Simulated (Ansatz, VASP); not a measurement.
## Two plane-wave programs on Re

```xyz
1
Lattice="0.0000 1.9443 1.9443 1.9443 0.0000 1.9443 1.9443 1.9443 0.0000" Properties=species:S:1:pos:R:3 pbc="T T T"
Re    0.0000    0.0000    0.0000
```

This isn't the form of Re at room conditions, which is hcp.

Alike in both runs: task single point; functional PBE; dispersion D3(BJ); k mesh 8 × 8 × 8; occupations gaussian, width 0.1 eV; no spin polarisation.

|  | VASP | Ansatz |
| --- | --- | --- |
| version | VASP 6.6.1 | Ansatz 0.2.0 |
| potentials or method | VASP PAW PBE potentials, release 64 (Re) | scalar-relativistic, plane waves, PAW |
| plane-wave cutoff (eV) | 520 | 420 |
| valence electrons in the cell | 7 | 15 |

|  | VASP | Ansatz | Ansatz less VASP |
| --- | --- | --- | --- |
| gap on the k mesh at the Fermi level (eV) | none | none | - |
| pressure (GPa) | -0.6 | -0.3 | +0.36 |

A gap of «none» marks a metal or a gap that the smearing closes. The functional is the same, so the differences come from potentials, cutoffs and numerics. The two sets of potentials don't hold the same shells in valence.

Caveats: pairwise dispersion overbinds metals, which lowers pressure and volume. The runs have no spin-orbit coupling, so splittings on Re are missing.
